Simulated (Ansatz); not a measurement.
A relaxation computed with Ansatz, from input to last step.

```yaml
crystal:
  lattice:
    - [-1.6027348985, 1.6027348985, 1.8648113006]
    - [1.6027348985, -1.6027348985, 1.8648113006]
    - [1.6027348985, 1.6027348985, -1.8648113006]
  atoms:
    - { symbol: Hf, position: [0.0, 0.0, 0.0] }
    - { symbol: H, position: [0.75, 0.25, 0.5] }
    - { symbol: H, position: [0.25, 0.75, 0.5] }
basis:
  ecutwfc: 500
kpoints:
  mp_grid: { grid: [18, 18, 18] }
hamiltonian:
  xc: r2scan
scf:
  occupations: { method: gaussian, width: 0.1 }
output:
  forces: true
  stress: true
  eigenvalues: true
relax:
  adjacent_minimum: "off"
  f_tol: 0.008
  max_steps: 50
  cell: { stress_tol: 0.08, p_target: 90.0 }
```

```bash
ansatz run input.yaml --threads 1 --pin off --max-ram 2560MiB --backend cpu --events-out ev --progress --plain --runs-dir out
```

Theory: DFT r2SCAN, scalar-relativistic, plane waves, PAW (Ansatz 0.2.0).

Of 6 frames 5 are shown, positions in Å and forces in eV/Å; the SCF threshold varies from step to step. Steps run on the plane waves of an earlier cell, with a Pulay correction in the pressure. The basis is chosen afresh for the last frame, the zero of the energies, and at times for earlier ones too; energy and pressure can step there, also at an unchanged geometry. Where two frames share a geometry here, they differ by under 2 meV/atom and 0.3 GPa. The relaxation lowers the enthalpy F + PV at the target pressure, so the free energy itself can rise. The mark taken_back stands on steps that the optimiser undid.

```xyz
3
Lattice="-1.6027 1.6027 1.8648 1.6027 -1.6027 1.8648 1.6027 1.6027 -1.8648" Properties=species:S:1:pos:R:3:forces:R:3 pbc="T T T" step=1 free_energy_over_end_meV_per_atom=-89.84 pressure_GPa=80.08
Hf    0.0000    0.0000    0.0000    0.0000    0.0000    0.0000
H     0.0000    1.6027    0.9324    0.0000    0.0000    0.0000
H     1.6027    0.0000    0.9324    0.0000    0.0000    0.0000
3
Lattice="-1.5907 1.5907 1.7730 1.5907 -1.5907 1.7730 1.5907 1.5907 -1.7730" Properties=species:S:1:pos:R:3:forces:R:3 pbc="T T T" step=2 free_energy_over_end_meV_per_atom=142.03 pressure_GPa=108.52 taken_back
Hf    0.0000    0.0000    0.0000    0.0000    0.0000    0.0000
H     0.0000    1.5907    0.8865    0.0000    0.0000    0.0000
H     1.5907    0.0000    0.8865    0.0000    0.0000    0.0000
3
Lattice="-1.6038 1.6038 1.8194 1.6038 -1.6038 1.8194 1.6038 1.6038 -1.8194" Properties=species:S:1:pos:R:3:forces:R:3 pbc="T T T" step=3 free_energy_over_end_meV_per_atom=-14.66 pressure_GPa=89.15
Hf    0.0000    0.0000    0.0000    0.0000    0.0000    0.0000
H     0.0000    1.6038    0.9097    0.0000    0.0000    0.0000
H     1.6038    0.0000    0.9097    0.0000    0.0000    0.0000
3
Lattice="-1.6113 1.6113 1.7922 1.6113 -1.6113 1.7922 1.6113 1.6113 -1.7922" Properties=species:S:1:pos:R:3:forces:R:3 pbc="T T T" step=4 free_energy_over_end_meV_per_atom=4.29 pressure_GPa=90.72
Hf    0.0000    0.0000    0.0000    0.0000    0.0000    0.0000
H     0.0000    1.6113    0.8961    0.0000    0.0000    0.0000
H     1.6113    0.0000    0.8961    0.0000    0.0000    0.0000
3
Lattice="-1.6135 1.6135 1.7895 1.6135 -1.6135 1.7895 1.6135 1.6135 -1.7895" Properties=species:S:1:pos:R:3:forces:R:3 pbc="T T T" step=6 free_energy_over_end_meV_per_atom=0.00 pressure_GPa=90.00
Hf    0.0000    0.0000    0.0000    0.0000    0.0000    0.0000
H     0.0000    1.6135    0.8948    0.0000    0.0000    0.0000
H     1.6135    0.0000    0.8948    0.0000    0.0000    0.0000
```

Time: 2.1 min on 1 thread of Oxide Virtual Turin-like Processor (Zen 5), with other jobs on the host, peak memory 0.59 GiB.

Spin–orbit coupling is left out, which can shift energies with elements as heavy as these.